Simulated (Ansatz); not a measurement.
# Bi2Se3 (Paraguanajuatite) (R-3m) in Ansatz: a series of runs

Runs on Bi2Se3 (Paraguanajuatite). Level: PBE. Tasks: single point, equation of state.

Everything below comes from runs of Ansatz 0.2.0. Logs are shortened: lines on timing, memory, paths and dates and some standing lists are left out, and cuts for length are marked.

### Step 1. Starting point

The structure is trigonal, space group R-3m (No. 166). The conventional cell has a = 4.143 Å, b = 4.143 Å, c = 28.636 Å, α = 90.00°, β = 90.00°, γ = 120.00°. Bi (site symmetry 3m) has 6 Se at 2.85 to 3.07 Å as nearest neighbours. Se (site symmetry 3m) has 3 Bi at 2.85 Å as nearest neighbours. Se (site symmetry -3m) is surrounded by 6 Bi at 3.07 Å.

### Step 2. Single point, PBE, 26.68 Å³/atom (volume scaled by 0.94)

The input, input.yaml:

```yaml
crystal:
  lattice:
    - [2.0292126242, 1.1715664548, 9.3504759364]
    - [-2.0292126242, 1.1715664548, 9.3504759364]
    - [0.0, -2.3431329097, 9.3504759364]
  atoms:
    - { symbol: Bi, position: [0.5992, 0.5992, 0.5992] }
    - { symbol: Bi, position: [0.4008, 0.4008, 0.4008] }
    - { symbol: Se, position: [0.7883, 0.7883, 0.7883] }
    - { symbol: Se, position: [0.2117, 0.2117, 0.2117] }
    - { symbol: Se, position: [0.0, 0.0, 0.0] }
hamiltonian:
  xc: pbe
  pseudopotentials: { kind: nc, source: spms }
kpoints:
  mp_grid: { grid: [8, 8, 8] }
scf:
  occupations: { method: fermi_dirac, width: 0.05 }
output:
  forces: true
  stress: true
  eigenvalues: true
  write_density: true
  write_potential: true
  elf: true
  volumetric_format: npy
```

Potentials or basis: SPMS NC.

Command:

```console
ansatz run input.yaml --threads 2 --pin off --max-ram 5120MiB --backend cpu --events-out ev --progress --plain --runs-dir out
```

What it wrote:

```text
Warning: RAYON_NUM_THREADS=2 ignored (pool sized by the plan → 2); use --threads N
basis.fft_grid_basis auto: the FFT boxes are laid along the combinations [[1, -1, 0], [0, 1, 0], [0, -1, 1]] of the cell's own vectors, 4.058, 9.640 and 4.058 Å long. The dense box has 40×90×40 points. Along the cell's own vectors, as sized, it would have 90×90×90, 5.06 times as many. Of the 12 symmetry operations that the crystal satisfies within crystal.symmetry.tolerance (time reversal apart; of a slab, those that keep its plane) the dense box along the cell's own vectors carries 12, and the one as laid loses 8 of those. basis.fft_grid_basis: typed keeps the cell's own vectors: state it where this run's energies or levels are differenced outside the engine with another run's, or held beside a run that keeps those vectors. Those combinations have planes normal to reciprocal vector 3, as the cell's own vectors have. Each planar average written beside output.write_density, output.write_potential has a row for each plane of the box: 40. The volumetric files lie along those combinations, not along the cell's own vectors: a cube or XSF file states them, and fields.json those of NumPy files.
Engine: ansatz 0.2.0, aarch64-unknown-linux-gnu
Pseudopotentials: kind: nc
Pseudopotential: Bi, nc, valence charge 15, recommended cutoff 517.016338673772 eV (normal), Bi.nc.azcp
Pseudopotential: Se, nc, valence charge 16, recommended cutoff 816.3415873796399 eV (normal), Se.nc.azcp
Functional definition: PBE
  parameter kappa = 0.804
  parameter beta = 0.06672455060314922
  exchange = pbe_x(kappa = kappa, mu = beta*pi^2/3)
  correlation = pbe_c(beta = beta)
Crystal: 5 atoms, lattice volume = 133.377 Å³
Basis set: ecut = 816.3415873796399 eV, 7063 PW (Γ), FFT grids on a1−a2, a2, −a2+a3, exchange–correlation on 80×180×80 points (8 copies of the dense FFT grid, shifted against one another)
Bands: 47, of which v1, the nominal top of the filled ones, is band 39 counted from 1 (38 counted from 0)
Symmetry: 12 space group operations
Space group: R-3m (ITA 166), of the structure as read, at distance tolerance 5.1e-5 Å
k-points: 65 of 512
Non-local potential: Bi, projectors of the file, l = 0: 2, l = 1: 2, l = 2: 2
Non-local potential: Se, projectors of the file, l = 0: 2, l = 1: 2, l = 2: 2
Initial density: superposition of atomic densities (chi_scale 0.1, normalization cell, long waves kept (reshape's long-wave potential 0.41 eV rms))
Initial wavefunctions: pseudopotential atomic-orbital guess
Functional: x = pbe(κ = 0.804, μ = 0.2195149727645171), c = pbe(β = 0.06672455060314922)
SCF iter   1: F=—  HF=-13552.238829 eV  |F-HF|=—  |Δ(HF+E_count)|=         —  Δρ=3.38e-2  dr2=6.64e0  ethr=3.10e-3  ⟨swp⟩=7.6  Hψ=11835  notcnv=0
preconditioner: auto → Resta (q_TF=auto, 2.495 Å⁻¹)  ε∞=4.1  [insulator: Δε(μ)=0.354 eV  Ē_g=9.588 eV  σ=0.050 eV  W_gap=0.91  n_scr=36 (ndim 8)  ℏωp=17.0 eV  f_vac=0.010  D(μ)=0.02/eV (n_scr^D=0)  ε∞_Penn≈4.1]
SCF iter   2: F=—  HF=-13551.471754 eV  |F-HF|=—  |Δ(HF+E_count)|=   7.67e-1  Δρ=1.77e-2  dr2=9.34e-1  ethr=3.10e-3  ⟨swp⟩=3.7  Hψ=5596  notcnv=0  defer=98
SCF iter   3: F=—  HF=-13551.355066 eV  |F-HF|=—  |Δ(HF+E_count)|=   1.17e-1  Δρ=9.80e-3  dr2=1.03e-1  ethr=1.20e-3  ⟨swp⟩=3.0  Hψ=3674  notcnv=0  defer=98
SCF iter   4: F=—  HF=-13551.343437 eV  |F-HF|=—  |Δ(HF+E_count)|=   1.16e-2  Δρ=1.72e-3  dr2=5.40e-3  ethr=1.32e-4  ⟨swp⟩=3.0  Hψ=6159  notcnv=0  defer=104
SCF iter   5: F=—  HF=-13551.344608 eV  |F-HF|=—  |Δ(HF+E_count)|=   1.17e-3  Δρ=4.99e-4  dr2=3.98e-4  ethr=6.92e-6  ⟨swp⟩=2.0  Hψ=3507  notcnv=0  defer=104
SCF iter   6: F=—  HF=-13551.345026 eV  |F-HF|=—  |Δ(HF+E_count)|=   4.19e-4  Δρ=1.33e-4  dr2=3.04e-5  ethr=5.11e-7  ⟨swp⟩=2.0  Hψ=3862  notcnv=0  defer=104
SCF iter   7: F=—  HF=-13551.344887 eV  |F-HF|=—  |Δ(HF+E_count)|=   1.39e-4  Δρ=3.80e-5  dr2=1.78e-6  ethr=3.90e-8  ⟨swp⟩=2.0  Hψ=4927  notcnv=0  defer=104
SCF iter   8: F=—  HF=-13551.344890 eV  |F-HF|=—  |Δ(HF+E_count)|=   3.41e-6  Δρ=9.37e-6  dr2=2.28e-7  ethr=2.28e-9  ⟨swp⟩=2.0  Hψ=5231  notcnv=0  defer=104
SCF iter   9: F=-13551.344891 eV  HF=-13551.344891 eV  |F-HF|=6.45e-9  |Δ(HF+E_count)|=   2.26e-7  Δρ=1.94e-6  dr2=8.32e-9  ethr=1.28e-10  ⟨swp⟩=17.5  Hψ=23498  notcnv=0
SCF 1 converged in 9 iterations: F = -13551.344891 eV  dr2 = 8.32e-9
SCF converged after 9 iterations
Free energy (F): -13551.344891 eV
Harris-Foulkes:  -13551.344891 eV  (|F-HF|=6.45e-9)
Internal energy: -13551.344612 eV  (E = F + TS)
E sigma→0 (E₀):  -13551.344751 eV
Entropy (-TS):   -0.000279 eV (-0.056 meV/atom)
Fermi energy:    11.269609 eV
--- Per-component energies (eV) ---
  E_band       = -1193.623051
  E_kinetic    = 7050.795612
  E_local      = -8024.413327  (includes V_loc(G=0)·N_el)
  E_nonlocal   = -4838.046568
  E_hartree    = 3274.805896
  E_xc         = -2771.845269
  E_vxc        = -1931.571141  (∫ρ·V_xc dr)
  E_ewald      = -8242.640956
  E_smearing   = -0.000279  (= −TS)
  E_closure    = 0.000000  (closes the sum)
  Σ components = -13551.344891   (vs F -13551.344891, Δ=0.00e0)
--- Forces (eV/Å), atoms counted from 1 ---
  atom   1  Bi     0.00000000    -0.00000000     0.38374845
  atom   2  Bi     0.00000000     0.00000000    -0.38374845
  atom   3  Se     0.00000000    -0.00000000     0.72115777
  atom   4  Se     0.00000000     0.00000000    -0.72115777
  atom   5  Se     0.00000000     0.00000000     0.00000000
  max |Σ_I F_I| component: 2.63e-31 eV/Å
--- Stress (GPa, compression-positive) ---
        7.540639       0.000000       0.000000
        0.000000       7.540639       0.000000
        0.000000       0.000000       7.364163
  P = ⅓ Tr σ = 7.4818 GPa (74.818 kbar)
--- Band table (eV; the first three rows and the last of 65) ---
  k-point 0: bands = ["-36.4797", "-36.4797", "-36.4794", "-36.4794", "-36.4615", "-36.4615", "-36.4607", "-36.4607", "-36.4530", "-36.4527", "-36.3991", "-36.3857", "-36.3857", "-36.3346", "-36.3346", "-12.0635", "-12.0635", "-12.0611", "-12.0611", "-12.0451", "-12.0419", "-12.0318", "-12.0318", "-12.0284", "-12.0284", "-3.8274", "-3.0198", "-2.0656", "1.5677", "2.4332", "8.7994", "8.9031", "9.0718", "9.0718", "9.0930", "9.0930", "9.7719", "9.7719", "11.1921", "11.3454", "12.4983", "12.4983", "13.3039", "13.9580", "13.9580", "16.8961", "18.0826"]
  k-point 1: bands = ["-36.4797", "-36.4797", "-36.4795", "-36.4794", "-36.4615", "-36.4615", "-36.4607", "-36.4607", "-36.4530", "-36.4528", "-36.3992", "-36.3858", "-36.3858", "-36.3346", "-36.3346", "-12.0664", "-12.0634", "-12.0586", "-12.0562", "-12.0423", "-12.0390", "-12.0349", "-12.0326", "-12.0311", "-12.0285", "-3.6727", "-2.8856", "-1.9678", "1.4726", "2.2589", "7.8223", "7.9279", "8.5358", "8.6323", "9.1886", "9.6232", "9.6929", "10.0884", "10.3892", "12.3011", "12.9621", "13.0223", "13.3298", "13.9396", "14.2466", "16.4925", "17.1256"]
  k-point 2: bands = ["-36.4797", "-36.4796", "-36.4795", "-36.4793", "-36.4616", "-36.4615", "-36.4608", "-36.4606", "-36.4529", "-36.4527", "-36.3991", "-36.3858", "-36.3858", "-36.3346", "-36.3345", "-12.0752", "-12.0706", "-12.0481", "-12.0457", "-12.0438", "-12.0387", "-12.0328", "-12.0328", "-12.0291", "-12.0280", "-3.2217", "-2.5149", "-1.7186", "1.0900", "1.7654", "6.6314", "7.1744", "7.6793", "7.9996", "8.5359", "9.1641", "9.7343", "9.8780", "10.6163", "12.3428", "13.1613", "13.3660", "14.0328", "14.4419", "15.3439", "15.6543", "17.3413"]
  k-point 64: bands = ["-36.4797", "-36.4797", "-36.4794", "-36.4794", "-36.4615", "-36.4615", "-36.4607", "-36.4607", "-36.4530", "-36.4527", "-36.3991", "-36.3858", "-36.3858", "-36.3346", "-36.3346", "-12.0635", "-12.0635", "-12.0610", "-12.0610", "-12.0448", "-12.0422", "-12.0319", "-12.0319", "-12.0284", "-12.0284", "-3.6575", "-3.3852", "-1.7294", "1.0271", "2.9218", "8.1739", "8.9574", "8.9574", "9.3527", "9.3527", "9.5745", "9.5769", "9.5769", "10.7041", "11.7576", "12.8420", "12.8420", "13.3002", "13.5707", "13.5707", "16.8243", "17.7261"]
```

It took 35 s on 2 threads of Arm Neoverse V1, shared host; peak memory 0.87 GiB.

What came out:

```
Free energy            : -13551.3449 eV
Pressure               : 7.5 GPa
Largest force          : 0.721 eV/Å
Band gap on the k mesh : 0.15 eV, direct
```

Caveat: spin-orbit coupling is left out, which as a rule narrows the gap of such compounds by several tenths of an eV.

### Step 3. Single point, PBE, 27.24 Å³/atom (volume scaled by 0.96)

Changes to input.yaml since step 2:

```diff
@@ -2,5 +2,5 @@
   lattice:
-    - [2.0292126242, 1.1715664548, 9.3504759364]
-    - [-2.0292126242, 1.1715664548, 9.3504759364]
-    - [0.0, -2.3431329097, 9.3504759364]
+    - [2.0435033248, 1.1798171946, 9.416326528]
+    - [-2.0435033248, 1.1798171946, 9.416326528]
+    - [0.0, -2.3596343894, 9.416326528]
   atoms:
```

Potentials or basis: SPMS NC.

Command:

```console
ansatz run input.yaml --threads 2 --pin off --max-ram 5120MiB --backend cpu --events-out ev --progress --plain --runs-dir out
```

It took 36 s on 2 threads of Arm Neoverse V1, shared host; peak memory 0.89 GiB.

The run converged. Its results:

| Item | Value |
| --- | --- |
| Free energy | -13551.4614 eV |
| Pressure | 5.7 GPa |
| Largest force | 0.530 eV/Å |
| Band gap on the k mesh | 0.17 eV, direct |

Caveat: spin-orbit coupling is left out, which as a rule narrows the gap of such compounds by several tenths of an eV.

### Step 4. Single point, PBE, 27.81 Å³/atom (volume scaled by 0.98)

Changes to input.yaml since step 3:

```diff
@@ -2,5 +2,5 @@
   lattice:
-    - [2.0435033248, 1.1798171946, 9.416326528]
-    - [-2.0435033248, 1.1798171946, 9.416326528]
-    - [0.0, -2.3596343894, 9.416326528]
+    - [2.0575968965, 1.1879541221, 9.4812687632]
+    - [-2.0575968965, 1.1879541221, 9.4812687632]
+    - [0.0, -2.3759082442, 9.4812687632]
   atoms:
@@ -22,5 +22 @@
   eigenvalues: true
-  write_density: true
-  write_potential: true
-  elf: true
-  volumetric_format: npy
```

Command:

```console
ansatz run input.yaml --threads 2 --pin off --max-ram 5120MiB --backend cpu --events-out ev --progress --plain --runs-dir out
```

It took 24 s on 2 threads of Arm Neoverse V1, shared host; peak memory 0.9 GiB.

Results (log left out):

```yaml
Free_energy: -13551.5479 eV
Pressure: 4.1 GPa
Largest_force: 0.353 eV/Å
Band_gap_on_the_k_mesh: 0.19 eV, direct
```

Caveat: spin-orbit coupling is left out, which as a rule narrows the gap of such compounds by several tenths of an eV.

### Step 5. Single point, PBE, 28.38 Å³/atom

Changes to input.yaml since step 4:

```diff
@@ -2,5 +2,5 @@
   lattice:
-    - [2.0575968965, 1.1879541221, 9.4812687632]
-    - [-2.0575968965, 1.1879541221, 9.4812687632]
-    - [0.0, -2.3759082442, 9.4812687632]
+    - [2.0715, 1.1959810826, 9.5453333333]
+    - [-2.0715, 1.1959810826, 9.5453333333]
+    - [0.0, -2.3919621653, 9.5453333333]
   atoms:
@@ -22 +22,5 @@
   eigenvalues: true
+  write_density: true
+  write_potential: true
+  elf: true
+  volumetric_format: npy
```

Command:

```console
ansatz run input.yaml --threads 2 --pin off --max-ram 5120MiB --backend cpu --events-out ev --progress --plain --runs-dir out
```

Wall time 37 s (2 threads of Arm Neoverse V1, shared host); peak memory 0.91 GiB.

The run converged. Its results:

```yaml
Free_energy: -13551.6075 eV
Pressure: 2.7 GPa
Largest_force: 0.188 eV/Å
Band_gap_on_the_k_mesh: 0.21 eV, direct
```

Caveat: spin-orbit coupling is left out, which as a rule narrows the gap of such compounds by several tenths of an eV.

### Step 6. Single point, PBE, 28.95 Å³/atom (volume scaled by 1.02)

Changes to input.yaml since step 5:

```diff
@@ -2,5 +2,5 @@
   lattice:
-    - [2.0715, 1.1959810826, 9.5453333333]
-    - [-2.0715, 1.1959810826, 9.5453333333]
-    - [0.0, -2.3919621653, 9.5453333333]
+    - [2.0852189429, 1.2039017179, 9.6085493036]
+    - [-2.0852189429, 1.2039017179, 9.6085493036]
+    - [0.0, -2.407803436, 9.6085493036]
   atoms:
@@ -22,5 +22 @@
   eigenvalues: true
-  write_density: true
-  write_potential: true
-  elf: true
-  volumetric_format: npy
```

Potentials or basis: SPMS NC.

Command:

```console
ansatz run input.yaml --threads 2 --pin off --max-ram 5120MiB --backend cpu --events-out ev --progress --plain --runs-dir out
```

It took 24 s on 2 threads of Arm Neoverse V1, shared host; peak memory 0.93 GiB.

Results (log left out):

```yaml
Free_energy: -13551.6429 eV
Pressure: 1.4 GPa
Largest_force: 0.118 eV/Å
Band_gap_on_the_k_mesh: 0.22 eV, direct
```

Caveat: spin-orbit coupling is left out, which as a rule narrows the gap of such compounds by several tenths of an eV.

### Step 7. Single point, PBE, 29.51 Å³/atom (volume scaled by 1.04)

Changes to input.yaml since step 6:

```diff
@@ -2,5 +2,5 @@
   lattice:
-    - [2.0852189429, 1.2039017179, 9.6085493036]
-    - [-2.0852189429, 1.2039017179, 9.6085493036]
-    - [0.0, -2.407803436, 9.6085493036]
+    - [2.098759705, 1.2117194806, 9.6709442292]
+    - [-2.098759705, 1.2117194806, 9.6709442292]
+    - [0.0, -2.4234389614, 9.6709442292]
   atoms:
```

Command:

```console
ansatz run input.yaml --threads 2 --pin off --max-ram 5120MiB --backend cpu --events-out ev --progress --plain --runs-dir out
```

Run time: 26 s. Hardware: 2 threads of Arm Neoverse V1, shared host; peak memory 0.94 GiB.

The run converged. Its results:

```
Free energy            : -13551.6564 eV
Pressure               : 0.2 GPa
Largest force          : 0.108 eV/Å
Band gap on the k mesh : 0.24 eV, direct
```

Caveat: spin-orbit coupling is left out, which as a rule narrows the gap of such compounds by several tenths of an eV.

### Step 8. Single point, PBE, 30.08 Å³/atom (volume scaled by 1.06)

Changes to input.yaml since step 7:

```diff
@@ -2,5 +2,5 @@
   lattice:
-    - [2.098759705, 1.2117194806, 9.6709442292]
-    - [-2.098759705, 1.2117194806, 9.6709442292]
-    - [0.0, -2.4234389614, 9.6709442292]
+    - [2.1121279616, 1.2194376472, 9.7325442609]
+    - [-2.1121279616, 1.2194376472, 9.7325442609]
+    - [0.0, -2.4388752945, 9.7325442609]
   atoms:
@@ -22 +22,5 @@
   eigenvalues: true
+  write_density: true
+  write_potential: true
+  elf: true
+  volumetric_format: npy
```

Command:

```console
ansatz run input.yaml --threads 2 --pin off --max-ram 5120MiB --backend cpu --events-out ev --progress --plain --runs-dir out
```

Wall time 40 s (2 threads of Arm Neoverse V1, shared host); peak memory 0.95 GiB.

Results (log left out):

* Free energy: -13551.6503 eV
* Pressure: -0.9 GPa
* Largest force: 0.241 eV/Å
* Band gap on the k mesh: 0.25 eV, direct

Caveat: spin-orbit coupling is left out, which as a rule narrows the gap of such compounds by several tenths of an eV.

### Step 9. Equation of state, PBE

Potentials or basis: SPMS NC.

No new run: the results of the series are fitted here.

What came out:

| Property | Result |
| --- | --- |
| Equilibrium volume | 29.61 Å³/atom |
| Bulk modulus at fixed shape and positions | 57 GPa |
| Pressure derivative of the bulk modulus | 4.5 |

Energy against volume, from the lowest point:
```
volume (Å³/atom)  energy (meV/atom)
          26.675              62.30
          27.243              39.00
          27.810              21.70
          28.378               9.78
          28.946               2.71
          29.513               0.00
          30.081               1.21
```

Caveat: the cell was scaled at fixed shape and fractional positions, which overstates the stiffness of a crystal with free parameters, most of all of layers and chains; spin-orbit coupling is left out, which moves the levels of the heavy elements.
